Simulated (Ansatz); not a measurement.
Input, command and steps of an Ansatz relaxation.

```yaml
crystal:
  lattice:
    - [-1.0e-10, 5.5743817708, -5.2431684095]
    - [4.8275562239, -2.7871908853, -5.2431684095]
    - [-4.8275562239, -2.7871908854, -5.2431684095]
  atoms:
    - { symbol: Ga, position: [0.9457573105, 0.285292901, 0.2850557445] }
    - { symbol: Ga, position: [0.2839215691, 0.9471408512, 0.2850458805] }
    - { symbol: Ga, position: [0.9419730388, 0.5850075447, 0.9452905345], spin: 0.1 }
    - { symbol: Ga, position: [0.6066812565, 0.608061747, 0.2818331827] }
    - { symbol: Ga, position: [0.2838393927, 0.2852170839, 0.9469279488] }
    - { symbol: Ga, position: [0.9496995669, 0.9492713403, 0.5867135011], spin: 0.1 }
    - { symbol: Ga, position: [0.5864482054, 0.9415334862, 0.9436646392], spin: 0.1 }
    - { symbol: Ga, position: [0.2806890887, 0.6081104248, 0.6079065646] }
    - { symbol: Ga, position: [0.6067442276, 0.2820527533, 0.6078784454] }
    - { symbol: Ga, position: [0.8959347215, 0.9024636979, 0.2326474869], spin: 0.1 }
    - { symbol: Ga, position: [0.2242937791, 0.5577148074, 0.2254656608] }
    - { symbol: Ga, position: [0.8919362149, 0.2340612826, 0.8962800463], spin: 0.1 }
    - { symbol: Ga, position: [0.5563434829, 0.2256573426, 0.2254556278] }
    - { symbol: Ga, position: [0.2256927191, 0.8998216905, 0.8978251763], spin: 0.1 }
    - { symbol: Ga, position: [0.8901092116, 0.554905779, 0.5546360504] }
    - { symbol: Ga, position: [0.5534786481, 0.554825488, 0.8912690665] }
    - { symbol: Ga, position: [0.2243329373, 0.2257072885, 0.5574911636] }
    - { symbol: Ga, position: [0.5535198317, 0.8914785543, 0.5546415469] }
    - { symbol: "N", position: [0.817011532, 0.1649882597, 0.1647070356] }
    - { symbol: "N", position: [0.163621562, 0.8183803374, 0.1646905508] }
    - { symbol: "N", position: [0.8146747618, 0.482844047, 0.8158149391] }
    - { symbol: "N", position: [0.4840120443, 0.485368205, 0.1526582025] }
    - { symbol: "N", position: [0.1635408723, 0.1648930802, 0.8181349773] }
    - { symbol: "N", position: [0.8147333306, 0.816112318, 0.4826664349] }
    - { symbol: "N", position: [0.4814555093, 0.816016733, 0.8158013091] }
    - { symbol: "N", position: [0.1514982594, 0.4854521343, 0.485219277] }
    - { symbol: "N", position: [0.4840704539, 0.1528604041, 0.4852081455] }
    - { symbol: "N", position: [0.0997499044, 0.1011224296, 0.4305549548] }
    - { symbol: "N", position: [0.4323395227, 0.7631384072, 0.4335001249] }
    - { symbol: "N", position: [0.0997282263, 0.4307902109, 0.1008909443] }
    - { symbol: "N", position: [0.761760511, 0.4337292123, 0.4334903822] }
    - { symbol: "N", position: [0.4294049305, 0.1011095918, 0.100877636] }
    - { symbol: "N", position: [0.0908628433, 0.7564382803, 0.7619700084], spin: 0.1 }
    - { symbol: "N", position: [0.7537772636, 0.7576759265, 0.0926903197], spin: 0.1 }
    - { symbol: "N", position: [0.4323062679, 0.4336503914, 0.76294305] }
    - { symbol: "N", position: [0.758450773, 0.0893709033, 0.7554797009], spin: 0.1 }
    - { symbol: Ga, position: [0.9128024197, 0.9175143665, 0.9171174985], spin: 0.1 }
  host:
    lattice:
      - [3.2183708159, 0.0, 0.0]
      - [-1.609185408, 2.7871908854, 0.0]
      - [0.0, 0.0, 5.2431684095]
    atoms:
      - { symbol: Ga, position: [0.6666666667, 0.3333333333, 0.4991348631] }
      - { symbol: Ga, position: [0.3333333333, 0.6666666667, 0.9991348631] }
      - { symbol: "N", position: [0.6666666667, 0.3333333333, 0.8758651369] }
      - { symbol: "N", position: [0.3333333333, 0.6666666667, 0.3758651369] }
total_charge: 2
basis:
  ecutwfc: 420
  xc_grid: 2
kpoints:
  mp_grid: { grid: [2, 2, 2], shift: [0.5, 0.5, 0.5] }
hamiltonian:
  xc: pbe
scf:
  occupations: { method: gaussian, width: 0.01 }
output:
  forces: true
  stress: false
  eigenvalues: true
  populations: true
  charged_corrections:
    defect_position: [0.93055556, 0.93055556, 0.93055556]
    epsilon: [[10.4928, 0.0, 0.0], [0.0, 10.4928, 0.0], [0.0, 0.0, 11.6882]]
  write_density: true
  write_potential: true
  elf: true
  volumetric_format: npy
magnetization:
  spin_polarized: true
relax:
  adjacent_minimum: "off"
  f_tol: 0.025
  max_steps: 45
```

```bash
ansatz run input.yaml --threads 4 --pin off --max-ram 10240MiB --backend cpu --events-out ev --progress --plain --runs-dir out
```

Method: Ansatz 0.2.0, DFT PBE, scalar-relativistic, plane waves, PAW.

The cell holds a point defect: Ga interstitial, charge +2.

Of 5 frames 4 are shown, positions in Å and forces in eV/Å; the SCF threshold varies from step to step.

```xyz
37
Lattice="0.0000 5.5744 -5.2432 4.8276 -2.7872 -5.2432 -4.8276 -2.7872 -5.2432" Properties=species:S:1:pos:R:3:forces:R:3 pbc="T T T" step=1 free_energy_over_end_meV_per_atom=9.80
Ga    0.0011    3.6823   -7.9492    0.1218    0.1409   -0.2997
Ga    3.1963   -1.8517   -7.9492    0.1976    0.0893   -0.2116
Ga   -1.7393    0.9857  -12.9625   -0.7002    0.3750   -0.2794
Ga    1.5749    0.9016   -7.8468   -0.3441   -0.2461    0.0245
Ga   -3.1944   -1.8520   -7.9486   -0.1954   -0.0596   -0.2478
Ga    1.7503    1.0129  -13.0329    0.1439    0.2289    1.2318
Ga   -0.0103   -1.9853  -12.9593    0.0346   -1.3966    0.0221
Ga    0.0010   -1.8246   -7.8475   -0.0123    0.3038   -0.0072
Ga   -1.5729    0.9018   -7.8473    0.2785   -0.1823    0.0992
Ga    3.2336    1.8305  -10.6491   -1.0062   -0.1389   -0.3999
Ga    1.6040   -0.9326   -5.2824   -0.0721    0.0354    0.1902
Ga   -3.1969    1.8215  -10.6031    0.3562    0.0526   -0.6237
Ga    0.0010    1.8439   -5.2823   -0.0204   -0.2397    0.2458
Ga    0.0096   -3.7523  -10.6087   -0.1904    1.4489   -0.8481
Ga    0.0013    1.8693  -10.4845    0.2030    0.0265    0.0510
Ga   -1.6242   -0.9452  -10.4841    0.0472   -0.1769    0.1295
Ga   -1.6017   -0.9324   -5.2827    0.1689    0.1109    0.0474
Ga    1.6261   -0.9451  -10.4844   -0.0164    0.0426    0.0163
N     0.0014    3.6354   -6.0124    0.2246    0.5444    0.6366
N     3.1557   -1.8279   -6.0123    0.5996   -0.4613    0.6693
N    -1.6074    0.9217  -11.0806    0.1795   -0.1348    0.1342
N     1.6062    0.9198   -5.8830    0.1076    0.1008   -0.2423
N    -3.1536   -1.8282   -6.0117   -0.4618   -0.5778    0.8048
N     1.6097    0.9217  -11.0815    0.0470    0.0513   -0.5700
N     0.0010   -1.8644  -11.0802    0.0106   -0.2614    0.2920
N     0.0011   -1.8609   -5.8837   -0.0349   -0.1553   -0.2494
N    -1.6044    0.9200   -5.8836   -0.1073    0.0522   -0.2493
N    -1.5904   -0.9258   -3.3107    0.1544    0.1110   -0.1459
N     1.5913   -0.9252   -8.5410    0.0271   -0.1037    0.1692
N     1.5926   -0.9260   -3.3106    0.1790   -0.1749    0.1494
N     0.0012    1.8292   -8.5410   -0.0651    0.0905    0.1524
N     0.0011    1.8307   -3.3105    0.0305    0.4729    0.1753
N    -0.0267   -3.7256   -8.4377    0.2653   -0.7218   -0.3599
N     3.2103    1.8317   -8.4108    0.8167    0.6692   -0.5138
N    -1.5897   -0.9253   -8.5406   -0.0829    0.0238    0.1431
N    -3.2157    1.8731   -8.4064   -0.5078    0.0860   -0.6089
Ga    0.0019   -0.0252  -14.4053   -0.3765   -0.0260    0.4726
37
Lattice="0.0000 5.5744 -5.2432 4.8276 -2.7872 -5.2432 -4.8276 -2.7872 -5.2432" Properties=species:S:1:pos:R:3:forces:R:3 pbc="T T T" step=2 free_energy_over_end_meV_per_atom=1.58
Ga    0.0041    3.6943   -7.9268    0.0020    0.0019   -0.1836
Ga    3.2110   -1.8534   -7.9251   -0.0091   -0.0226   -0.1841
Ga   -1.7470    1.0011  -12.9800   -0.1828    0.0756   -0.2114
Ga    1.5818    0.9037   -7.8620   -0.1849   -0.1001    0.1062
Ga   -3.2074   -1.8590   -7.9197   -0.0104    0.0036   -0.1736
Ga    1.7598    1.0060  -13.0143   -0.1587    0.0070    0.4720
Ga   -0.0101   -2.0173  -12.9675    0.0784   -0.4521   -0.2445
Ga    0.0007   -1.8296   -7.8602    0.0014    0.0964    0.0648
Ga   -1.5775    0.9019   -7.8564    0.0977   -0.0381    0.0700
Ga    3.1871    1.8166  -10.6593   -0.2861    0.0509    0.0768
Ga    1.6035   -0.9332   -5.2791   -0.1026    0.0675    0.0284
Ga   -3.1702    1.8144  -10.6320    0.0112    0.1379   -0.0372
Ga    0.0016    1.8381   -5.2776    0.0139   -0.1130    0.0329
Ga    0.0018   -3.6929  -10.6315   -0.0489    0.5302   -0.1009
Ga    0.0053    1.8740  -10.4738   -0.0091    0.0550   -0.0084
Ga   -1.6292   -0.9522  -10.4701   -0.0574   -0.0204   -0.0093
Ga   -1.5969   -0.9302   -5.2806    0.0897    0.0481    0.0360
Ga    1.6315   -0.9471  -10.4732    0.0447   -0.0363   -0.0042
N    -0.0017    3.6557   -5.9750    0.1524    0.2124    0.2165
N     3.1747   -1.8401   -5.9760    0.2510   -0.2005    0.2565
N    -1.5831    0.9067  -11.0942    0.0058   -0.0078    0.1181
N     1.6092    0.9199   -5.8987    0.0814    0.0491   -0.0414
N    -3.1747   -1.8344   -5.9686   -0.1788   -0.3300    0.2546
N     1.5832    0.9053  -11.0930    0.1700    0.0971   -0.3033
N     0.0017   -1.8330  -11.0887   -0.0071   -0.3274    0.2095
N     0.0020   -1.8655   -5.8984   -0.0095   -0.0965   -0.0554
N    -1.6070    0.9214   -5.8959   -0.0798    0.0482   -0.0662
N    -1.5843   -0.9216   -3.3052    0.1366    0.0784   -0.0279
N     1.6039   -0.9348   -8.5270   -0.0191    0.0142   -0.0139
N     1.5856   -0.9213   -3.3074    0.1230   -0.0935    0.1468
N    -0.0005    1.8425   -8.5272    0.0048   -0.0174   -0.0147
N     0.0045    1.8224   -3.3080   -0.0208    0.2789    0.2053
N    -0.0092   -3.7425   -8.4607    0.1014   -0.2166   -0.1727
N     3.2314    1.8480   -8.4338    0.2483    0.2603   -0.3182
N    -1.6048   -0.9330   -8.5244    0.0299    0.0134   -0.0152
N    -3.2325    1.8683   -8.4445   -0.1249   -0.0399   -0.2627
Ga   -0.0028   -0.0221  -14.4321   -0.1536   -0.0137    0.1545
37
Lattice="0.0000 5.5744 -5.2432 4.8276 -2.7872 -5.2432 -4.8276 -2.7872 -5.2432" Properties=species:S:1:pos:R:3:forces:R:3 pbc="T T T" step=3 free_energy_over_end_meV_per_atom=0.04
Ga    0.0014    3.6938   -7.9169   -0.0013    0.0160    0.0058
Ga    3.2086   -1.8599   -7.9175    0.0176   -0.0035    0.0083
Ga   -1.7575    1.0046  -12.9951   -0.0298    0.0348    0.0074
Ga    1.5755    0.8999   -7.8599   -0.0144   -0.0060    0.0236
Ga   -3.2061   -1.8600   -7.9159   -0.0085   -0.0105    0.0080
Ga    1.7577    1.0061  -12.9965    0.0494    0.0216    0.0222
Ga    0.0028   -2.0366  -12.9938   -0.0091   -0.0630    0.0040
Ga    0.0015   -1.8259   -7.8597   -0.0047    0.0018    0.0223
Ga   -1.5722    0.8991   -7.8580    0.0052   -0.0004    0.0130
Ga    3.1688    1.8212  -10.6255    0.0165    0.0049   -0.0312
Ga    1.6003   -0.9317   -5.2775   -0.0065    0.0024    0.0103
Ga   -3.1673    1.8199  -10.6235   -0.0041    0.0123   -0.0329
Ga    0.0014    1.8382   -5.2770    0.0009   -0.0041    0.0111
Ga    0.0009   -3.6664  -10.6237    0.0049   -0.0142   -0.0274
Ga    0.0011    1.8730  -10.4794    0.0004    0.0119    0.0111
Ga   -1.6291   -0.9498  -10.4785   -0.0124   -0.0064    0.0069
Ga   -1.5974   -0.9328   -5.2755    0.0004    0.0047   -0.0024
Ga    1.6319   -0.9498  -10.4783    0.0109   -0.0008    0.0019
N     0.0012    3.6708   -5.9512   -0.0044    0.0276    0.0126
N     3.1875   -1.8473   -5.9520    0.0290   -0.0202    0.0201
N    -1.5831    0.9055  -11.1026   -0.0008    0.0022   -0.0004
N     1.6123    0.9216   -5.9030    0.0067    0.0042    0.0109
N    -3.1852   -1.8483   -5.9495   -0.0286   -0.0165    0.0032
N     1.5852    0.9056  -11.1032   -0.0021    0.0005   -0.0013
N     0.0015   -1.8365  -11.1016   -0.0016   -0.0115   -0.0013
N     0.0012   -1.8696   -5.9028    0.0021   -0.0048    0.0102
N    -1.6097    0.9209   -5.9013   -0.0054    0.0047    0.0028
N    -1.5794   -0.9214   -3.3008   -0.0069   -0.0050    0.0023
N     1.6062   -0.9354   -8.5299   -0.0175    0.0116   -0.0172
N     1.5819   -0.9210   -3.3019    0.0074   -0.0075    0.0045
N     0.0008    1.8437   -8.5298    0.0051   -0.0168   -0.0229
N     0.0017    1.8182   -3.3014   -0.0029    0.0056    0.0071
N     0.0022   -3.7427   -8.4730   -0.0173    0.0418    0.0248
N     3.2338    1.8579   -8.4721   -0.0327   -0.0203    0.0233
N    -1.6037   -0.9356   -8.5296    0.0167    0.0106   -0.0166
N    -3.2317    1.8579   -8.4724    0.0366   -0.0196    0.0253
Ga    0.0001   -0.0099  -14.4179    0.0012    0.0119   -0.1497
37
Lattice="0.0000 5.5744 -5.2432 4.8276 -2.7872 -5.2432 -4.8276 -2.7872 -5.2432" Properties=species:S:1:pos:R:3:forces:R:3 pbc="T T T" step=5 free_energy_over_end_meV_per_atom=0.00
Ga    0.0013    3.6940   -7.9156    0.0001    0.0018   -0.0054
Ga    3.2080   -1.8602   -7.9155    0.0018   -0.0009   -0.0058
Ga   -1.7531    1.0044  -12.9977   -0.0004   -0.0022    0.0048
Ga    1.5751    0.8999   -7.8564    0.0015    0.0014   -0.0028
Ga   -3.2055   -1.8602   -7.9154   -0.0019   -0.0003   -0.0047
Ga    1.7555    1.0041  -12.9979   -0.0026   -0.0009    0.0022
Ga    0.0007   -2.0347  -12.9974    0.0032    0.0030    0.0036
Ga    0.0012   -1.8261   -7.8565   -0.0002   -0.0026   -0.0030
Ga   -1.5730    0.9002   -7.8565   -0.0015    0.0004   -0.0013
Ga    3.1665    1.8184  -10.6294   -0.0103   -0.0044    0.0066
Ga    1.6008   -0.9322   -5.2743   -0.0041    0.0015    0.0041
Ga   -3.1635    1.8187  -10.6287    0.0072   -0.0050    0.0056
Ga    0.0013    1.8381   -5.2743    0.0004   -0.0040    0.0034
Ga    0.0013   -3.6632  -10.6285    0.0000    0.0083    0.0057
Ga    0.0014    1.8734  -10.4771   -0.0002   -0.0017   -0.0014
Ga   -1.6287   -0.9497  -10.4770    0.0009    0.0009   -0.0006
Ga   -1.5981   -0.9320   -5.2743    0.0038    0.0007    0.0048
Ga    1.6311   -0.9497  -10.4771   -0.0012    0.0005   -0.0008
N     0.0016    3.6720   -5.9491   -0.0006   -0.0034   -0.0102
N     3.1891   -1.8491   -5.9489   -0.0042    0.0017   -0.0115
N    -1.5808    0.9047  -11.1039    0.0022   -0.0004   -0.0029
N     1.6127    0.9216   -5.8996   -0.0010   -0.0002   -0.0001
N    -3.1864   -1.8490   -5.9488    0.0043    0.0011   -0.0121
N     1.5834    0.9047  -11.1041   -0.0021   -0.0010   -0.0019
N     0.0012   -1.8356  -11.1037   -0.0003    0.0036   -0.0043
N     0.0012   -1.8694   -5.8996    0.0002    0.0015    0.0002
N    -1.6102    0.9218   -5.8996    0.0011   -0.0003   -0.0012
N    -1.5804   -0.9220   -3.2994    0.0016    0.0019    0.0044
N     1.6049   -0.9347   -8.5289    0.0010    0.0000    0.0021
N     1.5829   -0.9219   -3.2995   -0.0013    0.0015    0.0056
N     0.0012    1.8429   -8.5289    0.0000    0.0013    0.0022
N     0.0013    1.8177   -3.2995   -0.0014   -0.0034    0.0058
N     0.0011   -3.7418   -8.4734    0.0011    0.0050   -0.0023
N     3.2339    1.8576   -8.4730   -0.0043   -0.0016   -0.0037
N    -1.6025   -0.9345   -8.5287   -0.0005   -0.0012    0.0011
N    -3.2320    1.8579   -8.4730    0.0047   -0.0037   -0.0041
Ga    0.0007   -0.0092  -14.4367    0.0029    0.0013    0.0181
```

Time: 98 s on 4 threads of Intel(R) Xeon(R) 6975P-C (Granite Rapids), with other jobs on the host, peak memory 2.1 GiB.